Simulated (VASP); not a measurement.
# Br (Immm) in VASP: single point with PBEsol

Aim: the single point of Br with PBEsol.

Program: VASP 6.6.1. These are calculated values, not measurements. Logs are shortened: lines on timing, memory, paths and dates and some standing lists are left out, and cuts for length are marked.

### 1 The structure

Symmetry: Immm, No. 71, orthorhombic system. The conventional cell has a = 2.574 Å, b = 3.440 Å, c = 7.156 Å, α = 90.00°, β = 90.00°, γ = 90.00°. Br (site symmetry mmm) has 2 Br at 2.57 Å as nearest neighbours.

### 2 Single point, PBEsol

File INCAR:

```
PREC = Accurate ; ENCUT = 520
EDIFF = 1E-6 ; ISMEAR = 0
SIGMA = 0.1 ; LREAL = F
LASPH = T ; NELM = 60
ALGO = Normal ; ISIF = 2
LWAVE = F ; LCHARG = F
GGA = PS ; NBANDS = 10
```

File KPOINTS:

```
Automatic mesh
0
Gamma
  8 8 8
```

File POSCAR:

```
Br
1.0
   -1.2867684050      1.7199972000      3.5779911600
    1.2867684050     -1.7199972000      3.5779911600
    1.2867684050      1.7199972000     -3.5779911600
Br
1
Direct
    0.0000000000      0.0000000000      0.0000000000
```

Potentials or basis: VASP PAW PBE potentials, release 64 (Br).

Run with:

```bash
> cat potpaw_PBE.64/Br/POTCAR > POTCAR
> mpirun -np 1 vasp_std > vasp.out
```

OUTCAR:

```text
PREC = Accurate
   ENCUT = 520
   EDIFF = 1E-6
   ISMEAR = 0
   LREAL = F
   LASPH = T
   NELM = 60
   ISIF = 2
   GGA = PS

 ion  position               nearest neighbor table
   1  0.000  0.000  0.000-

  LATTYP: Found a body centered orthorhombic cell.
 ALAT       =     2.5735368100
 B/A-ratio  =     1.3366796957
 C/A-ratio  =     2.7806022794

  Lattice vectors:

 A1 = (  -1.2867684050,   1.7199972000,   3.5779911600)
 A2 = (   1.2867684050,  -1.7199972000,   3.5779911600)
 A3 = (   1.2867684050,   1.7199972000,  -3.5779911600)

Analysis of symmetry for initial positions (statically):
=====================================================================
 Subroutine PRICEL returns:
 Original cell was already a primitive cell.

 Routine SETGRP: Setting up the symmetry group for a
 body centered orthorhombic supercell.

 Subroutine GETGRP returns: Found  8 space group operations
 (whereof  8 operations were pure point group operations)
 out of a pool of  8 trial point group operations.

The static configuration has the point symmetry D_2h.

Analysis of symmetry for dynamics (positions and initial velocities):
=====================================================================
 Subroutine PRICEL returns:
 Original cell was already a primitive cell.

 Routine SETGRP: Setting up the symmetry group for a
 body centered orthorhombic supercell.

 Subroutine GETGRP returns: Found  8 space group operations
 (whereof  8 operations were pure point group operations)
 out of a pool of  8 trial point group operations.

The dynamic configuration has the point symmetry D_2h.

 Subroutine INISYM returns: Found  8 space group operations
 (whereof  8 operations are pure point group operations),
 and found     1 'primitive' translations

----------------------------------------------------------------------------------------

                                     Primitive cell

  volume of cell :      31.6758

  direct lattice vectors                    reciprocal lattice vectors
    -1.286768405  1.719997200  3.577991160     0.000000000  0.290698148  0.139743218
     1.286768405 -1.719997200  3.577991160     0.388570312  0.000000000  0.139743218
     1.286768405  1.719997200 -3.577991160     0.388570312  0.290698148  0.000000000

  length of vectors
     4.173270185  4.173270185  4.173270185     0.322542370  0.412934685  0.485275489

  position of ions in fractional coordinates (direct lattice)
     0.000000000  0.000000000  0.000000000

  ion indices of the primitive-cell ions
   primitive index   ion index
                 1           1

----------------------------------------------------------------------------------------

 KPOINTS: Automatic mesh

Automatic generation of k-mesh.
 Grid dimensions read from file:
 generate k-points for:    8    8    8

 Generating k-lattice:

  Cartesian coordinates                     Fractional coordinates (reciprocal lattice)
     0.000000000  0.036337268  0.017467902     0.125000000  0.000000000  0.000000000
     0.048571289  0.000000000  0.017467902     0.000000000  0.125000000 -0.000000000
     0.048571289  0.036337268  0.000000000     0.000000000 -0.000000000  0.125000000

  Length of vectors
     0.040317796  0.051616836  0.060659436

  Shift w.r.t. Gamma in fractional coordinates (k-lattice)
     0.000000000  0.000000000  0.000000000

 Subroutine IBZKPT returns following result:
 ===========================================

 Found     95 irreducible k-points:

 Following reciprocal coordinates:
            Coordinates               Weight
  0.000000  0.000000  0.000000      1.000000
  0.125000  0.000000 -0.000000      4.000000
  0.250000  0.000000 -0.000000      4.000000
  0.375000  0.000000 -0.000000      4.000000
  0.500000  0.000000 -0.000000      2.000000
  0.000000  0.125000 -0.000000      4.000000
[... 16 lines left out ...]
  0.125000  0.375000  0.000000      8.000000
  0.250000  0.375000  0.000000      8.000000
 [... further k-points ...]
   k-points           NKPTS =     95   k-points in BZ     NKDIM =     95   number of bands    NBANDS=     10
   number of dos      NEDOS =    301   number of ions     NIONS =      1
   total plane-waves  NPLWV =  32768
   dimension x,y,z NGX =    32 NGY =   32 NGZ =   32
   dimension x,y,z NGXF=    64 NGYF=   64 NGZF=   64
   ions per type =               1
   NGX,Y,Z   is equivalent  to a cutoff of  12.75, 12.75, 12.75 a.u.
   NGXF,Y,Z  is equivalent  to a cutoff of  25.49, 25.49, 25.49 a.u.
 SYSTEM =  unknown system
   PREC   = accura    normal or accurate (medium, high low for compatibility)
   ISTART =      0    job   : 0-new  1-cont  2-samecut
   ICHARG =      2    charge: 1-file 2-atom 10-const
   ISPIN  =      1    spin polarized calculation?
   LNONCOLLINEAR =      F non collinear calculations
   LSORBIT =      F    spin-orbit coupling
   LASPH  =      T    aspherical Exc in radial PAW
   ENCUT  =  520.0 eV  38.22 Ry    6.18 a.u.   7.76  7.76  7.76*2*pi/ulx,y,z
   NELM   =     60;   NELMIN=  2; NELMDL= -5     # of ELM steps
   EDIFF  = 0.1E-05   stopping-criterion for ELM
   LREAL  =      F    real-space projection
   EDIFFG = 0.1E-04   stopping-criterion for IOM
   NSW    =      0    number of steps for IOM
   IBRION =     -1    ionic relax: 0-MD 1-quasi-New 2-CG
   NFREE  =      0    steps in history (QN), initial steepest desc. (CG)
   ISIF   =      2    stress and relaxation
   ISYM   =      2    0-nonsym 1-usesym 2-fastsym
   POTIM  = 0.5000    time-step for ionic-motion
   TEBEG  =    0.0;   TEEND  =   0.0 temperature during run
   PSTRESS=    0.0 pullay stress
   NELECT =       7.0000    total number of electrons
   NUPDOWN=      -1.0000    fix difference up-down
   EMIN   =  10.00;   EMAX   =-10.00  energy-range for DOS
   EFERMI =   0.00;   METHOD = LEGACY
   ISMEAR =     0;   SIGMA  =   0.10  broadening in eV -4-tet -1-fermi 0-gaus
   EFERMI_NEDOS =   21; number of points for ismear=-14 and -15
   IALGO  =     38    algorithm
   IMIX   =      4    mixing-type and parameters
     AMIX     =   0.40;   BMIX     =  1.00
     AMIX_MAG =   1.60;   BMIX_MAG =  1.00
  volume/ion in A,a.u.               =      31.68       213.76
  Fermi-wavevector in a.u.,A,eV,Ry     =   0.989764  1.870383 13.328717  0.979633
  Thomas-Fermi vector in A             =   2.121386
   LORBIT       =      0    0 simple, 1 ext, 2 COOP (PROOUT), +10 PAW based schemes
   GGA     = PS    functional components
   LHFCALC =     F    Hartree Fock is set to
   AEXX    =    0.0000 exact exchange contribution
   IVDW    =     0    specifies the selected vdW correction
   LEPSILON=     F    determine dielectric tensor
   LRPA    =     F    only Hartree local field effects (RPA)
 non-spin polarized calculation
 Gauss-broadening in eV      SIGMA  =   0.10
  energy-cutoff  :      520.00
  volume of cell :       31.68
 maximum number of plane-waves:       870
   NGX = 15   NGY = 15   NGZ = 15

 number of electron       6.9999999 magnetization

 Free energy of the ion-electron system (eV)
  ---------------------------------------------------
  ext. energy  EPLUGINS =         0.00000000
  ---------------------------------------------------
  free energy    TOTEN  =        -1.82839602 eV

  energy without entropy =       -1.82357615  energy(sigma->0) =       -1.82598608

 E-fermi :   0.0890     XC(G=0):  -8.3823

 val. band max:        0.0873717149   @ k =   0.5000   0.5000  -0.0000
 cond. band min:       0.1092246920   @ k =   0.1250   0.3750   0.0000
 fundamental gap:      0.0218529771
 Fermi energy:         0.0889621549

 k-point     1 :       0.0000    0.0000    0.0000
  band No.  band energies     occupation
      1     -15.6707      2.00000
      2      -1.7550      2.00000
      3      -1.0188      2.00000
      4       4.0937      0.00000
      5       5.3542      0.00000
      6       9.3226      0.00000
      7      12.1546      0.00000
      8      13.0591      0.00000
      9      14.4883      0.00000
     10      20.1945      0.00000

 k-point     2 :       0.1250    0.0000   -0.0000
  band No.  band energies     occupation
      1     -15.6055      2.00000
      2      -1.8808      2.00000
      3      -1.5607      2.00000
      4       4.1154      0.00000
      5       6.0194      0.00000
      6       9.8073      0.00000
      7      10.9364      0.00000
      8      13.1120      0.00000
      9      16.6478      0.00000
     10      20.3749      0.00000

 k-point     3 :       0.2500    0.0000   -0.0000
  band No.  band energies     occupation
      1     -15.4413      2.00000
      2      -2.8191      2.00000
      3      -1.9149      2.00000
      4       4.1686      0.00000
      5       6.9602      0.00000
      6       9.6352      0.00000
      7      12.0946      0.00000
      8      13.2531      0.00000
      9      20.0867      0.00000
     10      20.7141      0.00000

 k-point     4 :       0.3750    0.0000   -0.0000
  band No.  band energies     occupation
      1     -15.2658      2.00000
      2      -3.7347      2.00000
      3      -2.0553      2.00000
      4       4.2232      0.00000
      5       6.7358      0.00000
      6      10.9478      0.00000
      7      13.3585      0.00000
      8      14.5232      0.00000
      9      18.1833      0.00000
     10      20.1677      0.00000

 k-point     5 :       0.5000    0.0000   -0.0000
  band No.  band energies     occupation
      1     -15.1893      2.00000
      2      -4.0793      2.00000
      3      -2.1065      2.00000
      4       4.2463      0.00000
      5       6.4922      0.00000
      6      12.4431      0.00000
      7      13.2741      0.00000
      8      15.0195      0.00000
      9      17.8912      0.00000
     10      19.8791      0.00000

 k-point     6 :       0.0000    0.1250   -0.0000
  band No.  band energies     occupation
      1     -15.3756      2.00000
      2      -1.6136      2.00000
      3      -0.7938      2.00000
      4       1.9325      0.00000
      5       5.8540      0.00000
      6       9.5808      0.00000
      7      12.5641      0.00000
      8      14.9220      0.00000
      9      15.6492      0.00000
     10      16.1181      0.00000
[... 183 lines left out ...]
 k-point    21 :      -0.1250    0.2500   -0.0000
  band No.  band energies     occupation
      1     -14.4991      2.00000
      2      -1.5770      2.00000
      3      -0.9761      2.00000
      4      -0.6562      2.00000
      5       7.2828      0.00000
      6      11.0097      0.00000
      7      11.9747      0.00000
      8      12.3483      0.00000
      9      14.5877      0.00000
     10      18.0813      0.00000

 k-point    22 :       0.0000    0.3750    0.0000
  band No.  band energies     occupation
      1     -13.3765      2.00000
      2      -4.6370      2.00000
      3      -0.6013      2.00000
      4       0.5637      0.00000
      5       8.1185      0.00000
      6      10.4053      0.00000
      7      12.1846      0.00000
      8      12.6613      0.00000
      9      15.7792      0.00000
     10      16.3555      0.00000

 k-point    23 :       0.1250    0.3750    0.0000
  band No.  band energies     occupation
      1     -13.3005      2.00000
      2      -4.6106      2.00000
      3      -0.7778      2.00000
      4       0.1092      0.77445
      5       8.4847      0.00000
      6      10.4204      0.00000
      7      12.4373      0.00000
      8      12.5396      0.00000
      9      15.9289      0.00000
     10      17.1220      0.00000

 k-point    24 :       0.2500    0.3750    0.0000
  band No.  band energies     occupation
      1     -13.1559      2.00000
      2      -4.4970      2.00000
      3      -1.0175      2.00000
      4      -0.6041      2.00000
      5       8.9730      0.00000
      6       9.2968      0.00000
      7      12.1774      0.00000
      8      14.2120      0.00000
      9      15.9067      0.00000
     10      17.6221      0.00000

 [... further k-points ...]
[... 5 lines left out ...]
  --------------------------------------------------------------------------------------
  -------------------------------------------------------------------------------------
  Total       -0.4456805     -0.1890353      0.0031877      0.0000000      0.0000000      0.0000000
  in kB      -22.5427444     -9.5615042      0.1612364      0.0000000      0.0000000      0.0000000
  external PRESSURE =     -10.6476707 kB  Pullay stress =       0.0000000 kB

 VOLUME and BASIS-vectors are now :
 -----------------------------------------------------------------------------
  energy-cutoff  :      520.00
  volume of cell :       31.68
      direct lattice vectors                 reciprocal lattice vectors
    -1.286768405  1.719997200  3.577991160     0.000000000  0.290698148  0.139743218
     1.286768405 -1.719997200  3.577991160     0.388570312  0.000000000  0.139743218
     1.286768405  1.719997200 -3.577991160     0.388570312  0.290698148  0.000000000

 POSITION                                       TOTAL-FORCE (eV/Angst)
 -----------------------------------------------------------------------------------
      0.00000      0.00000      0.00000        -0.000000     -0.000000      0.000000
 -----------------------------------------------------------------------------------
    total drift:                                0.000000      0.000000     -0.000000

  FREE ENERGIE OF THE ION-ELECTRON SYSTEM (eV)
  ---------------------------------------------------
  free  energy   TOTEN  =        -1.8283960181 eV

  energy  without entropy=       -1.8235761467  energy(sigma->0) =       -1.82598608
```

It took 16 s on 1 thread of AMD EPYC 9R45 (Zen 5), shared host; peak memory 0.15 GiB.

Results:

* Free energy: -1.8284 eV
* Pressure: -1.1 GPa
* Band gap on the k mesh: none (metal or under the smearing width)

Stress tensor (GPa, compression positive):
```
-2.25  0.00  0.00
 0.00 -0.96  0.00
 0.00  0.00  0.02
```

Caveat: the k mesh is coarse (spacing up to 0.38 Å⁻¹), so the values aren't converged; the PAW data sets were made with another functional, which shifts forces and pressure a little; an odd number of electrons without spin polarisation forces a metal; a magnetic or distorted state may lie lower.
